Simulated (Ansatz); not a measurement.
# armchair graphene nanoribbon (N = 6, H edges): bands under strain

Wanted: the relaxed geometry and the bands of the armchair graphene nanoribbon (N = 6, H edges).

Calculated with Ansatz 0.2.0; DFT PBE, plane waves, PAW; relaxation of a wire's period, in the first sound run; inputs show where later runs differ.

Report form: the programs' logs are mostly left out.

**1. The structure**

The cell holds 16 atoms: 12 C and 4 H. Cell: a = 15.002 Å, b = 7.000 Å, c = 4.260 Å, α = 90.0°, β = 90.0°, γ = 90.0°. Vacuum lies along a and b. The structure's axis is c.

**2. Relaxing the period**

Band widths follow the bond lengths, so the wire is relaxed first. The atoms and the third cell vector are free; the box across stays fixed as vacuum. A Fermi-Dirac smearing is set since the result may be a metal. The pressure printed is a third of the stress's trace over the whole box, vacuum included; only the stress along the axis is relaxed.

File input.yaml:

```yaml
crystal:
  lattice:
    - [15.002, 0.0, 0.0]
    - [0.0, 7.0, 0.0]
    - [0.0, 0.0, 4.26]
  atoms:
    - { symbol: C, position: [0.295070469, 0.5, 0.0] }
    - { symbol: C, position: [0.459016086, 0.5, 0.0] }
    - { symbol: C, position: [0.622961703, 0.5, 0.0] }
    - { symbol: C, position: [0.295070469, 0.5, 0.333333333] }
    - { symbol: C, position: [0.459016086, 0.5, 0.333333333] }
    - { symbol: C, position: [0.622961703, 0.5, 0.333333333] }
    - { symbol: H, position: [0.766702755, 0.5, 0.374413146] }
    - { symbol: H, position: [0.233302226, 0.5, 0.458920188] }
    - { symbol: C, position: [0.377043278, 0.5, 0.5] }
    - { symbol: C, position: [0.540988895, 0.5, 0.5] }
    - { symbol: C, position: [0.704934512, 0.5, 0.5] }
    - { symbol: C, position: [0.377043278, 0.5, 0.833333333] }
    - { symbol: C, position: [0.540988895, 0.5, 0.833333333] }
    - { symbol: C, position: [0.704934512, 0.5, 0.833333333] }
    - { symbol: H, position: [0.233302226, 0.5, 0.874413146] }
    - { symbol: H, position: [0.766702755, 0.5, 0.958920188] }
kpoints:
  mp_grid: { grid: [1, 1, 19] }
scf:
  occupations: { method: fermi_dirac, width: 0.05 }
hamiltonian:
  xc: pbe
relax:
  cell: { fix: [a, b, alpha, beta, gamma] }
  max_steps: 45
  f_tol: 0.03
```

Command:

```console
ansatz run input.yaml --threads 4 --pin off --max-ram 16384MiB --backend cpu --events-out ev --progress --plain --runs-dir out
```

It took 16 s on 4 threads of Arm Neoverse V2, shared host; peak memory 0.88 GiB; 56 s of CPU time.

Step by step:

```tsv
step	energy less that of the first step (eV)	largest force component (eV/Å)	pressure (GPa)	volume (Å³)
1	0.0000	2.2187	0.41	447.36
2	-0.2095	0.5990	0.11	452.00
3	-0.2269	0.0816	0.07	452.64
4	-0.2271	0.0328	0.03	452.82
5	-0.2271	0.0034	0.03	452.80
6*	-0.2324	0.0028	0.05	452.80
```

Relaxation steps marked * repeat the geometry before them on a plane-wave basis chosen anew for their cell, so energy and pressure can jump there.

The run keeps the 8 symmetry operations that it works with, so distortions that break them were not tested.

```tsv
cell as run	before	after	change
c (Å)	4.260	4.312	+1.2 %
```

The atoms that moved most (Å, along periodic axes as changes of fractional coordinates times the final cell, across vacuum about the mean position):

```tsv
atom	dx	dy	dz	length
H8	-0.006	0.000	-0.059	0.060
H16	0.006	0.000	-0.059	0.060
H7	0.006	0.000	0.059	0.060
H15	-0.006	0.000	0.059	0.060
C11	-0.027	0.000	0.031	0.041
C1	0.027	0.000	0.031	0.041
C4	0.027	0.000	-0.031	0.041
C14	-0.027	0.000	-0.031	0.041
```

This step gave:

```
cell length along the wire : 4.312 Å
```

The cell's length comes to 4.312 Å with spin left out.

**3. Bands of the perfect wire**

This step: DFT PBE, plane waves, PAW; bands of a perfect wire (Ansatz 0.2.0).

At the relaxed period the bands are computed along the axis; those that cross an energy going forward count the channels that a perfect wire would open there.

File input.yaml:

```yaml
crystal:
  lattice:
    - [15.002, 0.0, 0.0]
    - [0.0, 7.0, 0.0]
    - [0.0, 0.0, 4.3118180456]
  atoms:
    - { symbol: C, position: [0.29686514, 0.5, 0.007077217] }
    - { symbol: C, position: [0.458616974, 0.5, 0.000435014] }
    - { symbol: C, position: [0.623195473, 0.5, 0.998311299] }
    - { symbol: C, position: [0.29686514, 0.5, 0.326256117] }
    - { symbol: C, position: [0.458616974, 0.5, 0.332898319] }
    - { symbol: C, position: [0.623195473, 0.5, 0.335022034] }
    - { symbol: H, position: [0.767085743, 0.5, 0.388178093] }
    - { symbol: H, position: [0.232914257, 0.5, 0.44515524] }
    - { symbol: C, position: [0.376804527, 0.5, 0.498311299] }
    - { symbol: C, position: [0.541383026, 0.5, 0.500435014] }
    - { symbol: C, position: [0.70313486, 0.5, 0.507077217] }
    - { symbol: C, position: [0.376804527, 0.5, 0.835022034] }
    - { symbol: C, position: [0.541383026, 0.5, 0.832898319] }
    - { symbol: C, position: [0.70313486, 0.5, 0.826256117] }
    - { symbol: H, position: [0.232914257, 0.5, 0.888178093] }
    - { symbol: H, position: [0.767085743, 0.5, 0.94515524] }
kpoints:
  mp_grid: { grid: [1, 1, 19] }
  band_path: { path: ["Γ", Z], npoints: 90 }
scf:
  occupations: { method: fermi_dirac, width: 0.05 }
hamiltonian:
  xc: pbe
output:
  dos: { e_range: [-5, 4] }
  write_potential: true
  write_density: true
  volumetric_format: npy
```

It took 17 s on 4 threads; peak memory 1.2 GiB; 64 s of CPU time.

This step gave:

```yaml
band_gap: 1.112 eV
```

The electronic bands at the labelled points (eV, zero at the Fermi level):

```tsv
point	band 23	band 24	band 25	band 26	band 27	band 28	band 29	band 30
Γ	-3.35	-1.89	-1.59	-0.56	0.56	1.57	1.72	2.71
halfway	-3.58	-3.43	-2.35	-1.87	1.67	2.36	3.19	3.52
Z	-4.22	-4.22	-2.71	-2.71	2.29	2.29	4.45	4.45
```

The gap is 1.11 eV, with spin left out.

On this path the gap is direct, 1.11 eV, with the valence top at Γ and the conduction bottom at Γ.

**4. Strain along the wire, period over the relaxed period 0.96, k-mesh 1×1×15**

This step: DFT PBE, plane waves, PAW; relaxation at a fixed period (Ansatz 0.2.0).

The period is set to 0.96 times the relaxed one and the atoms relax within it: strain changes bond lengths and angles, which shifts the bands against each other. Against the first PBE run of this kind, the mesh along the wire has 15 points against 19.

The cell differs from the one that the last finished run ended in (c 4.312 → 4.139 Å).

Changes to input.yaml since step 3:

```diff
@@ -4,3 +4,3 @@
     - [0.0, 7.0, 0.0]
-    - [0.0, 0.0, 4.3118180456]
+    - [0.0, 0.0, 4.1393453238]
   atoms:
@@ -23,3 +23,3 @@
 kpoints:
-  mp_grid: { grid: [1, 1, 19] }
+  mp_grid: { grid: [1, 1, 15] }
   band_path: { path: ["Γ", Z], npoints: 90 }
@@ -29,6 +29,6 @@
   xc: pbe
+relax:
+  max_steps: 40
+  f_tol: 0.02
 output:
-  dos: { e_range: [-5, 4] }
-  write_potential: true
-  write_density: true
-  volumetric_format: npy
+  stress: true
```

Run time: 21 s. Hardware: 4 threads; peak memory 1.2 GiB.

Step by step:

```tsv
step	energy less that of the first step (eV)	largest force component (eV/Å)
1	0.0000	1.7067
2	-0.1101	0.4268
3	-0.1227	0.0952
4	-0.1231	0.0043
5	-0.1231	0.0042
```

Forces are held to the 8 operations that the run works with; a distortion that breaks them can't arise in this run.

The atoms that moved most (Å):

```tsv
atom	dx	dy	dz	length
H16	0.021	0.000	0.049	0.053
H8	-0.021	0.000	0.049	0.053
H7	0.021	0.000	-0.049	0.053
H15	-0.021	0.000	-0.049	0.053
C1	-0.033	0.000	-0.016	0.037
C11	0.033	0.000	-0.016	0.037
C4	-0.033	0.000	0.016	0.037
C14	0.033	0.000	0.016	0.037
```

Final coordinates:

```cif
data_structure
_symmetry_space_group_name_H-M 'P 1'
_symmetry_Int_Tables_number 1
_cell_length_a 15.0020
_cell_length_b 7.0000
_cell_length_c 4.1393
_cell_angle_alpha 90.000
_cell_angle_beta 90.000
_cell_angle_gamma 90.000
_cell_volume 434.69
loop_
_atom_site_label
_atom_site_type_symbol
_atom_site_fract_x
_atom_site_fract_y
_atom_site_fract_z
_atom_site_occupancy
C1 C 0.29469 0.50000 0.00313 1
C2 C 0.45833 0.50000 0.99881 1
C3 C 0.62405 0.50000 0.99689 1
C4 C 0.29469 0.50000 0.33020 1
C5 C 0.45833 0.50000 0.33452 1
C6 C 0.62405 0.50000 0.33645 1
H7 H 0.76850 0.50000 0.37637 1
H8 H 0.23150 0.50000 0.45696 1
C9 C 0.37595 0.50000 0.49689 1
C10 C 0.54167 0.50000 0.49881 1
C11 C 0.70531 0.50000 0.50313 1
C12 C 0.37595 0.50000 0.83645 1
C13 C 0.54167 0.50000 0.83452 1
C14 C 0.70531 0.50000 0.83020 1
H15 H 0.23150 0.50000 0.87637 1
H16 H 0.76850 0.50000 0.95696 1
```

Numbers from this step:

```yaml
band_gap: 0.7363 eV
```

The electronic bands at the labelled points (eV, zero at the Fermi level):

```tsv
point	band 23	band 24	band 25	band 26	band 27	band 28	band 29	band 30
Γ	-3.50	-1.91	-1.69	-0.37	0.37	1.58	1.87	2.49
halfway	-3.90	-3.46	-2.42	-2.13	1.63	2.32	3.02	3.60
Z	-4.44	-4.44	-2.97	-2.97	2.16	2.16	4.41	4.41
```

The gap is 0.736 eV, against 1.11 eV under PBE at the relaxed period.

**5. At a strained period, period over the relaxed period 0.98, k-mesh 1×1×15**

The period is set to 0.98 times the relaxed one and the atoms relax within it: strain changes bond lengths and angles, which shifts the bands against each other. Against the first PBE run of this kind, the mesh along the wire has 15 points against 19.

The cell differs from the one that the last finished run ended in (c 4.139 → 4.226 Å).

Changes to input.yaml since step 4:

```diff
@@ -4,3 +4,3 @@
     - [0.0, 7.0, 0.0]
-    - [0.0, 0.0, 4.1393453238]
+    - [0.0, 0.0, 4.2255816847]
   atoms:
```

The job ended after 19 s (4 threads; peak memory 1.2 GiB; 72 s of CPU time).

Step by step:

```tsv
step	energy less that of the first step (eV)	largest force component (eV/Å)
1	0.0000	0.7612
2	-0.0255	0.2076
3	-0.0284	0.0426
4	-0.0284	0.0010
```

The run keeps the 8 symmetry operations that it works with, so distortions that break them were not tested.

The atoms that moved most (Å):

```tsv
atom	dx	dy	dz	length
H8	-0.010	0.000	0.026	0.028
H16	0.010	0.000	0.026	0.028
H7	0.010	0.000	-0.026	0.028
H15	-0.010	0.000	-0.026	0.028
C11	0.016	0.000	-0.008	0.018
C1	-0.016	0.000	-0.008	0.018
C14	0.016	0.000	0.008	0.018
C4	-0.016	0.000	0.008	0.018
```

Final coordinates:

```cif
data_structure
_symmetry_space_group_name_H-M 'P 1'
_symmetry_Int_Tables_number 1
_cell_length_a 15.0020
_cell_length_b 7.0000
_cell_length_c 4.2256
_cell_angle_alpha 90.000
_cell_angle_beta 90.000
_cell_angle_gamma 90.000
_cell_volume 443.75
loop_
_atom_site_label
_atom_site_type_symbol
_atom_site_fract_x
_atom_site_fract_y
_atom_site_fract_z
_atom_site_occupancy
C1 C 0.29582 0.50000 0.00511 1
C2 C 0.45848 0.50000 0.99974 1
C3 C 0.62359 0.50000 0.99771 1
C4 C 0.29582 0.50000 0.32823 1
C5 C 0.45848 0.50000 0.33359 1
C6 C 0.62359 0.50000 0.33563 1
H7 H 0.76773 0.50000 0.38205 1
H8 H 0.23227 0.50000 0.45128 1
C9 C 0.37641 0.50000 0.49771 1
C10 C 0.54152 0.50000 0.49974 1
C11 C 0.70418 0.50000 0.50511 1
C12 C 0.37641 0.50000 0.83563 1
C13 C 0.54152 0.50000 0.83359 1
C14 C 0.70418 0.50000 0.82823 1
H15 H 0.23227 0.50000 0.88205 1
H16 H 0.76773 0.50000 0.95128 1
```

Electronic bands along the path, in eV, zero at the Fermi level:

```tsv
point	band 23	band 24	band 25	band 26	band 27	band 28	band 29	band 30
Γ	-3.45	-1.80	-1.75	-0.47	0.47	1.57	1.79	2.60
halfway	-3.73	-3.45	-2.39	-2.00	1.65	2.34	3.11	3.61
Z	-4.33	-4.33	-2.84	-2.84	2.23	2.23	4.44	4.44
```

The gap is 0.932 eV, against 1.11 eV under PBE at the relaxed period.

**6. Strain along the wire, period over the relaxed period 1.02, k-mesh 1×1×14**

The period is set to 1.02 times the relaxed one and the atoms relax within it: strain changes bond lengths and angles, which shifts the bands against each other. Against the first PBE run of this kind, the mesh along the wire has 14 points against 19.

The cell differs from the one that the last finished run ended in (c 4.226 → 4.398 Å).

Changes to input.yaml since step 5:

```diff
@@ -4,3 +4,3 @@
     - [0.0, 7.0, 0.0]
-    - [0.0, 0.0, 4.2255816847]
+    - [0.0, 0.0, 4.3980544065]
   atoms:
@@ -23,3 +23,3 @@
 kpoints:
-  mp_grid: { grid: [1, 1, 15] }
+  mp_grid: { grid: [1, 1, 14] }
   band_path: { path: ["Γ", Z], npoints: 90 }
```

It took 20 s on 4 threads; peak memory 1.3 GiB.

Relaxation path:

```tsv
step	energy less that of the first step (eV)	largest force component (eV/Å)
1	0.0000	0.5855
2	-0.0217	0.1870
3	-0.0240	0.0297
4	-0.0241	0.0101
```

Forces are held to the 8 operations that the run works with; a distortion that breaks them can't arise in this run.

The atoms that moved most (Å):

```tsv
atom	dx	dy	dz	length
H15	0.007	0.000	0.029	0.030
H7	-0.007	0.000	0.029	0.030
H16	-0.007	0.000	-0.029	0.030
H8	0.007	0.000	-0.029	0.030
C14	-0.014	0.000	-0.008	0.017
C4	0.014	0.000	-0.008	0.017
C11	-0.014	0.000	0.008	0.017
C1	0.014	0.000	0.008	0.017
```

The relaxed structure:

```xyz
16
Lattice="15.0020 0.0000 0.0000 0.0000 7.0000 0.0000 0.0000 0.0000 4.3981" Properties=species:S:1:pos:R:3
C     4.4681    3.5000    0.0395
C     6.8818    3.5000    0.0038
C     9.3443    3.5000    4.3924
C     4.4681    3.5000    1.4265
C     6.8818    3.5000    1.4622
C     9.3443    3.5000    1.4717
H    11.5004    3.5000    1.7359
H     3.5016    3.5000    1.9292
C     5.6577    3.5000    2.1933
C     8.1202    3.5000    2.2028
C    10.5339    3.5000    2.2385
C     5.6577    3.5000    3.6707
C     8.1202    3.5000    3.6612
C    10.5339    3.5000    3.6256
H     3.5016    3.5000    3.9349
H    11.5004    3.5000    4.1282
```

The gap is 1.29 eV, against 1.11 eV under PBE at the relaxed period.

**7. At a strained period, period over the relaxed period 1.04, k-mesh 1×1×14**

The period is set to 1.04 times the relaxed one and the atoms relax within it: strain changes bond lengths and angles, which shifts the bands against each other. Against the first PBE run of this kind, the mesh along the wire has 14 points against 19.

The cell differs from the one that the last finished run ended in (c 4.398 → 4.484 Å).

Changes to input.yaml since step 6:

```diff
@@ -4,3 +4,3 @@
     - [0.0, 7.0, 0.0]
-    - [0.0, 0.0, 4.3980544065]
+    - [0.0, 0.0, 4.4842907674]
   atoms:
```

Elapsed: 20 s, on 4 threads; peak memory 1.3 GiB.

Relaxation path:

```tsv
step	energy less that of the first step (eV)	largest force component (eV/Å)
1	0.0000	1.0289
2	-0.0818	0.3539
3	-0.0901	0.0455
4	-0.0901	0.0186
```

Forces are held to the 8 operations that the run works with; a distortion that breaks them can't arise in this run.

The atoms that moved most (Å):

```tsv
atom	dx	dy	dz	length
H15	0.014	0.000	0.059	0.060
H7	-0.014	0.000	0.059	0.060
H16	-0.014	0.000	-0.059	0.060
H8	0.014	0.000	-0.059	0.060
C14	-0.028	0.000	-0.017	0.033
C4	0.028	0.000	-0.017	0.033
C11	-0.028	0.000	0.017	0.033
C1	0.028	0.000	0.017	0.033
```

The relaxed structure:

```xyz
16
Lattice="15.0020 0.0000 0.0000 0.0000 7.0000 0.0000 0.0000 0.0000 4.4843" Properties=species:S:1:pos:R:3
C     4.4815    3.5000    0.0488
C     6.8833    3.5000    0.0046
C     9.3405    3.5000    4.4791
C     4.4815    3.5000    1.4460
C     6.8833    3.5000    1.4902
C     9.3405    3.5000    1.4999
H    11.4939    3.5000    1.7994
H     3.5081    3.5000    1.9375
C     5.6615    3.5000    2.2370
C     8.1187    3.5000    2.2467
C    10.5205    3.5000    2.2909
C     5.6615    3.5000    3.7421
C     8.1187    3.5000    3.7323
C    10.5205    3.5000    3.6881
H     3.5081    3.5000    4.0416
H    11.4939    3.5000    4.1796
```

The gap is 1.45 eV, against 1.11 eV under PBE at the relaxed period.

**8. Strain along the wire, period over the relaxed period 1.06, k-mesh 1×1×14**

The period is set to 1.06 times the relaxed one and the atoms relax within it: strain changes bond lengths and angles, which shifts the bands against each other. Against the first PBE run of this kind, the mesh along the wire has 14 points against 19.

The cell differs from the one that the last finished run ended in (c 4.484 → 4.571 Å).

Changes to input.yaml since step 7:

```diff
@@ -4,3 +4,3 @@
     - [0.0, 7.0, 0.0]
-    - [0.0, 0.0, 4.4842907674]
+    - [0.0, 0.0, 4.5705271283]
   atoms:
```

The job ended after 20 s (4 threads; peak memory 1.3 GiB).

Electronic bands along the path, in eV, zero at the Fermi level:

```tsv
point	band 23	band 24	band 25	band 26	band 27	band 28	band 29	band 30
Γ	-3.11	-2.18	-1.18	-0.82	0.81	1.51	1.64	2.96
halfway	-3.40	-3.17	-2.23	-1.53	1.67	2.35	3.28	3.38
Z	-3.92	-3.92	-2.35	-2.35	2.40	2.40	4.42	4.42
```

The gap is 1.63 eV, against 1.11 eV under PBE at the relaxed period.

**9. Side by side**

Times are for 4 threads of Arm Neoverse V2, shared host. The runs compared:

```tsv
no.	period over the relaxed period	k-mesh	pressure (GPa)	band gap (eV)	time	memory (GiB)
1	0.96	1×1×15	3.174	0.7363	21 s	1.2
2	0.98	1×1×15	1.528	0.9315	19 s	1.2
3	1.02	1×1×14	-1.292	1.285	20 s	1.3
4	1.04	1×1×14	-2.479	1.453	20 s	1.3
5	1.06	1×1×14	-3.521	1.630	20 s	1.3
```

**10. Results**

* cell length, PBE: 4.312 Å
* gap, PBE: 1.11 eV
* gap, period scaled by 0.96: 0.736 eV
* gap, period scaled by 0.98: 0.932 eV
* gap, period scaled by 1.02: 1.29 eV
* gap, period scaled by 1.04: 1.45 eV
* gap, period scaled by 1.06: 1.63 eV

Under PBE the cell's length is 4.31 Å, and a gap of 1.11 eV makes it a semiconductor. Strain matters: under PBE the gap goes from 1.11 eV to 0.736 eV at 0.96 times the period, 0.932 eV at 0.98 times the period, 1.29 eV at 1.02 times the period, 1.45 eV at 1.04 times the period and 1.63 eV at 1.06 times the period.

[Logs are printed without paths, hosts, clocks, repeated set-up lines and the standing remarks that a program may print on its own settings, such as how far it seeks lower states.]

[Hosts, paths, dates, database ids (printed as entryN), source tags and the programs' standing remarks are cut or masked in the printed files.]
